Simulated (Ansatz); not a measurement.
# BaO (Fm-3m) under strain

BaO (started from an entry of an open crystallographic database), relaxed with r2SCAN in the PAW code Ansatz. It is cubic, Fm-3m (No. 225); a = 5.544 Å in the conventional setting, 21.30 Å³ an atom. Around Ba lie 6 O at 2.77 Å; around O lie 6 Ba at 2.77 Å.

The axes x, y and z are those of this cell:
```xyz
2
Lattice="0.0000 2.7719 2.7719 2.7719 0.0000 2.7719 2.7719 2.7719 0.0000" Properties=species:S:1:pos:R:3 pbc="T T T"
Ba    0.0000    0.0000    0.0000
O     2.7719    2.7719    2.7719
```

Unstrained: PBE gives a direct gap of 2.050 eV at X. The r2SCAN gap is direct at X: 2.376 eV. With HSE06 the gap is 3.322 eV and direct, at X. Meshes: PBE 8×8×8, r2SCAN 8×8×8, HSE06 6×6×6. Strains are changes of length per length. After each strain the atoms were relaxed again with r2SCAN within the symmetry that the strain leaves, so tilts or polar shifts that break it weren't tested; points keep the names that they have in the unstrained zone. No spin polarisation and no zero-point or thermal motion.

Changes of the least gap in eV (an overlap counts as a negative gap):

| strain | volume change (%) | space group | PBE | r2SCAN | HSE06 | energy rise, r2SCAN (meV/atom) |
| --- | --- | --- | --- | --- | --- | --- |
| biaxial +0.46 % in x and y, z held | +0.9 | I4/mmm | +0.002 | +0.002 | +0.003 | 0.5 |
| isotropic -1.14 % on every length | -3.4 | Fm-3m | -0.119 | -0.120 | -0.122 | 6.2 |

Biaxial +0.46 % in x and y, z held. HSE06: the gap goes from 3.322 to 3.325 eV (+0.003 eV). Stress change with r2SCAN, compression positive: xx -0.80, yy -0.80, zz -0.44 GPa.

Isotropic -1.14 % on every length. HSE06: the gap goes from 3.322 to 3.200 eV (-0.122 eV). Stress change with r2SCAN, compression positive: xx +2.82, yy +2.82, zz +2.82 GPa. For HSE06, dE_g/d ln V = 3.5 eV over this step.

The runs are scalar-relativistic, without spin-orbit coupling.

The meshes of the hybrids are coarse, so their gaps aren't converged to the digits shown.
